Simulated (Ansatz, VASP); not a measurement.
## Si2Mo (w002): VASP beside Ansatz

INCAR

```
SYSTEM = Si2Mo
ALGO     = Normal         ! electronic algorithm
EDIFF    = 1E-7           ! SCF threshold, eV
ENCUT    = 520            ! plane-wave cutoff, eV
GGA      = PE             ! functional
ISIF     = 2              ! what is computed and relaxed
ISMEAR   = 0              ! smearing method
LASPH    = .True.         ! aspherical terms in the spheres
LCHARG   = .True.         ! write CHGCAR
LELF     = .True.         ! ELF
LREAL    = .False.        ! projectors in reciprocal space
LVHAR    = .True.       
LWAVE    = .False.        ! write WAVECAR
NBANDS   = 18             ! bands
NELM     = 100            ! most SCF steps
PREC     = Accurate       ! precision mode
SIGMA    = 0.1            ! smearing width, eV
```

Contents of KPOINTS:

```
k-points
0
Gamma
  8 8 8
  0 0 0
```

POSCAR

```
Si2Mo
1.0
   -1.6000000000      1.6000000000      3.9305000000
    1.6000000000     -1.6000000000      3.9305000000
    1.6000000000      1.6000000000     -3.9305000000
Si Mo
2 1
Direct
    0.3330000000      0.3330000000      0.0000000000
    0.6670000000      0.6670000000      0.0000000000
    0.0000000000      0.0000000000      0.0000000000
```

Input for Ansatz:

```yaml
crystal:
  lattice:
    - [-1.6, 1.6, 3.9305]
    - [1.6, -1.6, 3.9305]
    - [1.6, 1.6, -3.9305]
  atoms:
    - { symbol: Si, position: [0.333, 0.333, 0.0] }
    - { symbol: Si, position: [0.667, 0.667, 0.0] }
    - { symbol: Mo, position: [0.0, 0.0, 0.0] }
basis:
  ecutwfc: 420
kpoints:
  mp_grid: { grid: [8, 8, 8] }
hamiltonian:
  xc: pbe
scf:
  occupations: { method: gaussian, width: 0.1 }
output:
  forces: true
  stress: true
  eigenvalues: true
```

Alike in both runs: task single point; functional PBE; k mesh 8 × 8 × 8; occupations gaussian, width 0.1 eV; no spin polarisation.

|  | VASP | Ansatz |
| --- | --- | --- |
| version | VASP 6.6.1 | Ansatz 0.2.0 |
| potentials or method | VASP PAW PBE potentials, release 64 (Si, Mo_sv) | scalar-relativistic, plane waves, PAW |
| plane-wave cutoff (eV) | 520 | 420 |
| valence electrons in the cell | 22 | 22 |

```csv
,VASP,Ansatz,Ansatz less VASP
gap on the k mesh at the Fermi level (eV),none,none,-
pressure (GPa),2.4,2.2,-0.16
largest component of the traceless stress (GPa),1.05,1.04,-0.009
rms of the force components (eV/Å),0.148,0.150,+0.0022
```

Atom by atom the forces differ by 0.002 eV/Å (rms over components). A gap of «none» marks a metal or a gap that the smearing closes.
